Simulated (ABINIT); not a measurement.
# Ge (Fd-3m) in ABINIT: settings compared

Aim: see how the results for Ge move with the level of theory and the settings. Levels: PBE, LDA. Tasks: relaxation of cell and atoms, single point.

Everything below comes from runs of ABINIT 10.8.3 (patched build). Logs are shortened: lines on timing, memory, paths and dates and some standing lists are left out, and cuts for length are marked. The log counts tension as positive stress, the text compression.

## (1) The structure

Symmetry: Fd-3m, No. 227, cubic system. Conventional cell: a = 5.658 Å, b = 5.658 Å, c = 5.658 Å, α = 90.00°, β = 90.00°, γ = 90.00°. Ge (site symmetry -43m) has 4 Ge at 2.45 Å as nearest neighbours.

## (2) Relaxation of cell and atoms, PBE, spin-orbit coupling, no magnetisation

Contents of run.abi:

```
# Pseudopotentials
pp_dirpath "./"
pseudos "Ge.upf"

# Structure
acell 3*1.0
rprim
     0.0000000000     5.3458651312     5.3458651312
     5.3458651312     0.0000000000     5.3458651312
     5.3458651312     5.3458651312     0.0000000000
ntypat 1
znucl 32
natom 2
typat 1 1
chkprim 0
chksymtnons 0
tolsym 1.0e-6
xred
            3/4            3/4            3/4
            1/2            1/2            1/2

# Plane-wave basis
ecut 35.0
ecutsm 0.5

# k points
kptopt 1
ngkpt 6 6 6
nshiftk 1
shiftk 0.0 0.0 0.0

# Exchange and correlation
ixc 11

# Bands and occupations
nband 36
occopt 3
tsmear 0.00183747

# Spin
nspinor 2
nspden 1
so_psp 1*1

# SCF cycle
nstep 80
tolvrs 1.0e-12

# Output
iomode 3
prteig 0
prtebands 0
prtwf 0
prtden 0

# Relaxation
ionmov 22
optcell 2
ntime 50
tolmxf 2.0e-5
dilatmx 1.08
```

Potentials or basis: PseudoDojo NC FR PBE v0.4 standard.

Command:

```sh
$ abinit run.abi > log 2>&1
```

run.abo:

```text
.Version 10.8.3 of ABINIT
 Symmetries : space group Fd -3 m (#227); Bravais cF (face-center cubic)
================================================================================
 Values of the parameters that define the memory need of the present run
     intxc =       0    ionmov =      22      iscf =       7    lmnmax =      14
     lnmax =      14     mgfft =      45  mpssoang =       5    mqgrid =    3001
     natom =       2  nloc_mem =       1    nspden =       1   nspinor =       2
    nsppol =       1      nsym =      48    n1xccc =    2501    ntypat =       1
    occopt =       3   xclevel =       2
       mpw =        3839          nfft =       91125          nkpt =          16
================================================================================
================================================================================

--------------------------------------------------------------------------------
------------- Echo of variables that govern the present computation ------------
--------------------------------------------------------------------------------
 -outvars: echo values of preprocessed input variables --------
            acell      1.0000000000E+00  1.0000000000E+00  1.0000000000E+00 Bohr
              amu      7.26100000E+01
          chkprim           0
      chksymtnons           0
          dilatmx      1.08000000E+00
             ecut      3.50000000E+01 Hartree
           ecutsm      5.00000000E-01 Hartree
           ionmov          22
              ixc          11
         kptrlatt        6    0    0      0    6    0      0    0    6
          kptrlen      4.53611698E+01
            natom           2
            nband          36
            ngfft          45      45      45
             nkpt          16
          nspinor           2
            nstep          80
             nsym          48
            ntime          50
           ntypat           1
           occopt           3
          optcell           2
           prtden           0
        prtebands           0
           prteig           0
            prtwf           0
            rprim      0.0000000000E+00  5.3458651312E+00  5.3458651312E+00
                       5.3458651312E+00  0.0000000000E+00  5.3458651312E+00
                       5.3458651312E+00  5.3458651312E+00  0.0000000000E+00
          spgroup         227
           tolmxf      2.00000000E-05
           tolsym      1.00000000E-06
           tolvrs      1.00000000E-12
           tsmear      1.83747000E-03 Hartree
            typat      1  1
           xangst      4.2433649971E+00  4.2433649971E+00  4.2433649971E+00
                       2.8289099981E+00  2.8289099981E+00  2.8289099981E+00
            xcart      8.0187976968E+00  8.0187976968E+00  8.0187976968E+00
                       5.3458651312E+00  5.3458651312E+00  5.3458651312E+00
             xred      7.5000000000E-01  7.5000000000E-01  7.5000000000E-01
                       5.0000000000E-01  5.0000000000E-01  5.0000000000E-01
            znucl       32.00000

================================================================================

 chkinp: Checking input parameters for consistency.

================================================================================
== DATASET  1 ==================================================================

--- !DatasetInfo
iteration_state: {dtset: 1, }
dimensions: {natom: 2, nkpt: 16, mband: 36, nsppol: 1, nspinor: 2, nspden: 1, mpw: 3839, }
cutoff_energies: {ecut:  35.0, pawecutdg:  -1.0, }
electrons: {nelect:   2.80000000E+01, charge:   0.00000000E+00, occopt:   3.00000000E+00, tsmear:   1.83747000E-03, }
meta: {optdriver: 0, ionmov: 22, optcell: 2, iscf: 7, paral_kgb: 0, }
...

 Exchange-correlation functional for the present dataset will be:
  GGA: Perdew-Burke-Ernzerhof functional - ixc=11
  J.P.Perdew, K.Burke, M.Ernzerhof, PRL 77, 3865 (1996)

 Real(R)+Recip(G) space primitive vectors, cartesian coordinates (Bohr,Bohr^-1):
 R(1)=  0.0000000  5.3458651  5.3458651  G(1)= -0.0935302  0.0935302  0.0935302
 R(2)=  5.3458651  0.0000000  5.3458651  G(2)=  0.0935302 -0.0935302  0.0935302
 R(3)=  5.3458651  5.3458651  0.0000000  G(3)=  0.0935302  0.0935302 -0.0935302
 Unit cell volume ucvol=  3.0555120E+02 bohr^3
 Angles (23,13,12)=  6.00000000E+01  6.00000000E+01  6.00000000E+01 degrees

 getcut: wavevector=  0.0000  0.0000  0.0000  ngfft=  45  45  45
         ecut(hartree)=     40.824   => boxcut(ratio)=   2.02347

--- Pseudopotential description ------------------------------------------------
- pspini: atom type   1  psp file is ./Ge.upf
  32.00000  14.00000  180423                  znucl, zion, pspdat
12 -101130 2 -1 1578                          pspcod,pspxc,lmax,lloc,mmax
     nproj     2     3     2     0
     spin-orbit psp
        nprojso     4     3     0

   1.73118262E+03                                ecore*ucvol(ha*bohr**3)
--------------------------------------------------------------------------------

================================================================================

=== [ionmov=22] Limited-memory Broyden-Fletcher-Goldfarb-Shanno method
================================================================================

--- Iteration: ( 1/50) Internal Cycle: (1/1)
--------------------------------------------------------------------------------

---SELF-CONSISTENT-FIELD CONVERGENCE--------------------------------------------

--- !BeginCycle
iteration_state: {dtset: 1, itime: 1, icycle: 1, }
solver: {iscf: 7, nstep: 80, nline: 4, wfoptalg: 0, }
tolerances: {tolvrs: 1.00E-12, }
...
[... 558 lines left out ...]
  0.00000000000000E+00  5.45376325781614E+00  5.45376325781614E+00
  5.45376325781614E+00  0.00000000000000E+00  5.45376325781614E+00
  5.45376325781614E+00  5.45376325781614E+00  0.00000000000000E+00
 Unitary Cell Volume (ucvol) [Bohr^3]=  3.24428382199272E+02
 Angles (23,13,12)= [degrees]
  6.00000000000000E+01  6.00000000000000E+01  6.00000000000000E+01
 Lengths [Bohr]
  7.71278596517566E+00  7.71278596517566E+00  7.71278596517566E+00
 Stress tensor in cartesian coordinates (strten) [Ha/bohr^3]
  1.34789583380174E-07  0.00000000000000E+00  0.00000000000000E+00
  0.00000000000000E+00  1.34789583369765E-07  0.00000000000000E+00
  0.00000000000000E+00  0.00000000000000E+00  1.34789583362827E-07
 Total energy (etotal) [Ha]= -1.78610594119595E+02

 Difference of energy with previous step (new-old):
           Absolute (Ha)=-1.38708E-07
           Relative     =-7.76594E-10

 At Broyd/MD step   6, gradients are converged :
  max grad (force/stress) = 1.3479E-05 < tolmxf= 2.0000E-05 ha/bohr (free atoms)

================================================================================

 ----iterations are completed or convergence reached----

 Mean square residual over all n,k,spin=   23.061E-16; max=  33.247E-14
 reduced coordinates (array xred) for    2 atoms
       0.750000000000      0.750000000000      0.750000000000
       0.500000000000      0.500000000000      0.500000000000
 rms dE/dt=  0.0000E+00; max dE/dt=  0.0000E+00; dE/dt below (all hartree)
    1       0.000000000000      0.000000000000      0.000000000000
    2       0.000000000000      0.000000000000      0.000000000000

 cartesian coordinates (angstrom) at end:
    1      4.32901084160776     4.32901084160776     4.32901084160776
    2      2.88600722773850     2.88600722773850     2.88600722773850

 cartesian forces (hartree/bohr) at end:
    1     -0.00000000000000    -0.00000000000000    -0.00000000000000
    2     -0.00000000000000    -0.00000000000000    -0.00000000000000
 frms,max,avg= 0.0000000E+00 0.0000000E+00   0.000E+00  0.000E+00  0.000E+00 h/b

 cartesian forces (eV/Angstrom) at end:
    1     -0.00000000000000    -0.00000000000000    -0.00000000000000
    2     -0.00000000000000    -0.00000000000000    -0.00000000000000
 frms,max,avg= 0.0000000E+00 0.0000000E+00   0.000E+00  0.000E+00  0.000E+00 e/A
 length scales=  7.712785965176  7.712785965176  7.712785965176 bohr
              =  4.081430562575  4.081430562575  4.081430562575 angstroms
 Fermi (or HOMO) energy (hartree) =   0.12850   Average Vxc (hartree)=  -0.35837
 Eigenvalues (hartree) for nkpt=  16  k points:
 kpt#   1, nband= 36, wtk=  0.00463, kpt=  0.0000  0.0000  0.0000 (reduced coord)
  -0.79015   -0.79015   -0.79015   -0.79015   -0.78816   -0.78816   -0.78816   -0.78816
  -0.77138   -0.77138   -0.76703   -0.76703   -0.76703   -0.76703   -0.76583   -0.76583
  -0.76583   -0.76583   -0.76346   -0.76346   -0.32266   -0.32266    0.11210    0.11210
   0.12343    0.12343    0.13389    0.13389    0.13389    0.13389    0.21795    0.21795
   0.22569    0.22569    0.22569    0.22569
      occupation numbers for kpt#   1
   1.00000    1.00000    1.00000    1.00000    1.00000    1.00000    1.00000    1.00000
   1.00000    1.00000    1.00000    1.00000    1.00000    1.00000    1.00000    1.00000
   1.00000    1.00000    1.00000    1.00000    1.00000    1.00000    0.99987    0.99987
   0.94046    0.94046    0.05064    0.05064    0.05064    0.05064    0.00000    0.00000
   0.00000    0.00000    0.00000    0.00000
 prteigrs : prtvol=0 or 1, do not print more k-points.

--- !EnergyTerms
iteration_state     : {dtset: 1, itime: 6, icycle: 1, }
comment             : Components of total free energy in Hartree
kinetic             :  1.34021243805761E+02
hartree             :  5.65517569457415E+01
xc                  : -4.36154924670986E+01
Ewald energy        : -9.67966857691012E+01
psp_core            :  5.33610102393549E+00
local_psp           : -1.39893592491912E+02
non_local_psp       : -9.42138728336433E+01
internal            : -1.78610541786318E+02
'-kT*entropy'       : -5.23332769170640E-05
total_energy        : -1.78610594119595E+02
total_energy_eV     : -4.86024186421243E+03
band_energy         : -1.60710271063318E+01
...

 Cartesian components of stress tensor (hartree/bohr^3)
  sigma(1 1)=  1.34789583E-07  sigma(3 2)=  0.00000000E+00
  sigma(2 2)=  1.34789583E-07  sigma(3 1)=  0.00000000E+00
  sigma(3 3)=  1.34789583E-07  sigma(2 1)=  0.00000000E+00

-Cartesian components of stress tensor (GPa)         [Pressure= -3.9656E-03 GPa]
- sigma(1 1)=  3.96564646E-03  sigma(3 2)=  0.00000000E+00
- sigma(2 2)=  3.96564646E-03  sigma(3 1)=  0.00000000E+00
- sigma(3 3)=  3.96564646E-03  sigma(2 1)=  0.00000000E+00

== END DATASET(S) ==============================================================
================================================================================

 -outvars: echo values of variables after computation  --------
            acell      7.7127859652E+00  7.7127859652E+00  7.7127859652E+00 Bohr
           etotal     -1.7861059412E+02
            fcart     -0.0000000000E+00 -0.0000000000E+00 -0.0000000000E+00
                      -0.0000000000E+00 -0.0000000000E+00 -0.0000000000E+00
            rprim      0.0000000000E+00  7.0710678119E-01  7.0710678119E-01
                       7.0710678119E-01  0.0000000000E+00  7.0710678119E-01
                       7.0710678119E-01  7.0710678119E-01  0.0000000000E+00
           strten      1.3478958338E-07  1.3478958337E-07  1.3478958336E-07
                       0.0000000000E+00  0.0000000000E+00  0.0000000000E+00
           xangst      4.3290108416E+00  4.3290108416E+00  4.3290108416E+00
                       2.8860072277E+00  2.8860072277E+00  2.8860072277E+00
             xred      7.5000000000E-01  7.5000000000E-01  7.5000000000E-01
                       5.0000000000E-01  5.0000000000E-01  5.0000000000E-01
 Calculation completed.
```

Wall time 16 min (1 thread of Arm Neoverse V2, shared host); peak memory 0.15 GiB.

Results:

```
Free energy                            : -4860.2419 eV
Relaxed volume                         : 24.04 Å³/atom
Relaxed cell                           : a = 4.081 Å, b = 4.081 Å, c = 4.081 Å, α = 60.00°, β = 60.00°, γ = 60.00°
Space group after relaxing (to 0.05 Å) : Fd-3m (No. 227)
Energy gained by relaxing              : 16.1 meV/atom
Ionic steps                            : 6
Pressure after relaxing                : 0.0 GPa
Band gap on the k mesh                 : none (metal or under the smearing width)
```

The path:
| step | energy change (eV) | largest force (eV/Å) | pressure (GPa) | volume (Å³) |
| --- | --- | --- | --- | --- |
| 1 | 0.0000 | 0.0000 | 4.05 | 45.28 |
| 2 | -0.0123 | 0.0000 | 3.03 | 45.84 |
| 3 | -0.0314 | 0.0000 | 0.53 | 47.64 |
| 4 | -0.0322 | 0.0000 | 0.07 | 48.04 |
| 5 | -0.0322 | 0.0000 | -0.05 | 48.10 |
| 6 | -0.0322 | 0.0000 | 0.00 | 48.08 |

Final structure:
```
Ge
1.0
     0.00000    2.88601    2.88601
     2.88601    0.00000    2.88601
     2.88601    2.88601    0.00000
Ge
2
Direct
  0.75000 0.75000 0.75000
  0.50000 0.50000 0.50000
```

Caveat: this crystal is a semiconductor, whose small gap the functional closes, so the metal is an error of the method.

## (3) Single point, PBE, spin-orbit coupling, no magnetisation (cell relaxed)

Contents of run.abi:

```
pp_dirpath "./"
pseudos "Ge.upf"

acell 7.712785966 7.712785966 7.712785966
rprim
     0.0000000000     0.7071067812     0.7071067812
     0.7071067812     0.0000000000     0.7071067812
     0.7071067812     0.7071067812     0.0000000000
ntypat 1
znucl 32
natom 2
typat 1 1
xred
     0.7500000000     0.7500000000     0.7500000000
     0.5000000000     0.5000000000     0.5000000000
chkprim 0
chksymtnons 0
tolsym 1.0e-6

ecut 35.0

kptopt 1
ngkpt 6 6 6
nshiftk 1
shiftk 0.0 0.0 0.0

ixc 11

nband 36
occopt 3
tsmear 0.05 eV

nspinor 2
nspden 1
so_psp 1*1

nstep 100
tolvrs 1.0e-10

iomode 3
prtwf 0
prtden 0
prteig 0
prtebands 0
enunit 1
```

Potentials or basis: PseudoDojo NC FR PBE v0.4 standard.

Command:

```sh
$ abinit run.abi > log 2>&1
```

Wall time 2.7 min (1 thread of Arm Neoverse V2, shared host); peak memory 0.13 GiB.

It converged, with:

* Free energy: -4860.2472 eV
* Pressure: -1.9 GPa
* Band gap on the k mesh: none (metal or under the smearing width)
* Valence electrons inside the program's atomic spheres: Ge 11.51, 11.53 (radii [1.0584] Å)

Levels at points of the mesh, in eV from the Fermi level:
| k point | band 26 | band 27 | band 28 | band 29 | band 30 | band 31 |
| --- | --- | --- | --- | --- | --- | --- |
| (0.00, 0.00, 0.00) | -0.14 | 0.15 | 0.15 | 0.15 | 0.15 | 2.43 |
| (0.50, 0.00, 0.00) | -1.35 | -1.17 | -1.17 | 0.06 | 0.06 | 3.71 |
| (0.50, 0.50, 0.00) | -2.82 | -2.82 | -2.82 | 0.87 | 0.87 | 0.87 |

Caveat: this crystal is a semiconductor, whose small gap the functional closes, so the metal is an error of the method.

(Continued in part 2 of 2.)
